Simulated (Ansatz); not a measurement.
AgCl under strains and displacements

The calculation used Ansatz 0.2.0, DFT PBE, scalar-relativistic, plane waves, PAW.

Cutoff 420 eV; k points 8×8×6 on the computed 4-atom cell (Γ-centred); Gaussian smearing, width 0.02 eV; no spin polarisation.

Reference cell:

```yaml
crystal:
  lattice:
    - [3.92688, 0.00000, 0.00000]
    - [0.00000, 4.00305, 0.00000]
    - [-0.54915, 0.00000, 5.57242]
  atoms:
    - { symbol: Ag, position: [0.18402, 0.25000, 0.21808] }
    - { symbol: Ag, position: [0.81598, 0.75000, 0.78192] }
    - { symbol: Cl, position: [0.70766, 0.75000, 0.26256] }
    - { symbol: Cl, position: [0.29234, 0.25000, 0.73744] }
```

Each variant moves atoms of this cell by the vectors given, if any (Å), and then applies a symmetric strain (tensor components, Cartesian axes). The reference cell isn't relaxed at this level. Energies are per atom at zero smearing, counted from the lowest variant. Pressure is positive in compression.

1. strain (xx yy zz yz xz xy, %) 3.30 -7.22 -4.19 0.00 0.41 0.00; moves: Ag1 (0.014, 0.000, -0.074); Ag2 (-0.014, 0.000, 0.074); Cl3 (0.154, 0.000, 0.126); Cl4 (-0.154, 0.000, -0.126)
2. strain (xx yy zz yz xz xy, %) -2.99 -1.36 2.20 0.00 4.00 0.00; moves: Ag1 (-0.030, 0.000, 0.160); Ag2 (0.030, 0.000, -0.160); Cl3 (0.310, 0.000, -0.048); Cl4 (-0.310, 0.000, 0.048)
3. strain (xx yy zz yz xz xy, %) -0.28 1.61 0.83 0.00 0.05 0.00; moves: Ag1 (0.009, 0.000, 0.034); Ag2 (-0.009, 0.000, -0.034); Cl3 (0.085, 0.000, 0.191); Cl4 (-0.085, 0.000, -0.191)
4. no strain; moves: Cl3 (0.000, 0.000, 0.225)
5. strain (xx yy zz yz xz xy, %) -1.25 2.32 -0.12 0.02 0.17 0.58; moves: Ag1 (0.057, -0.083, -0.068); Ag2 (-0.048, 0.017, 0.006); Cl3 (-0.023, 0.076, 0.115); Cl4 (0.014, -0.010, -0.053)
6. strain (xx yy zz yz xz xy, %) 1.72 0.15 1.57 0.00 -0.22 0.00; moves: Ag1 (-0.006, 0.000, 0.041); Ag2 (0.006, 0.000, -0.041); Cl3 (-0.065, 0.000, 0.036); Cl4 (0.065, 0.000, -0.036)
7. strain (xx yy zz yz xz xy, %) 7.91 1.88 1.94 0.00 -2.89 0.00; moves: Ag1 (-0.052, 0.000, 0.072); Ag2 (0.052, 0.000, -0.072); Cl3 (-0.084, 0.000, -0.070); Cl4 (0.084, 0.000, 0.070)

```
result  ΔE (meV/atom) P (GPa) largest force (eV/Å) gap on mesh (eV)
     A            3.7    -0.32                  0.50              0.80
     B           57.4     4.97                  0.85              0.68
     C            0.0    -1.76                  0.24              0.79
     D           45.4    -3.99                  0.28              0.87
     E           28.5    -0.59                  0.72              0.78
     F           43.9     5.02                  0.65              0.78
     G            2.7    -0.66                  0.36              0.84
```

Which variant gave which result?

A is 4, B is 2, C is 6, D is 7, E is 3, F is 1, G is 5.

This form isn't the usual stable structure of the compound.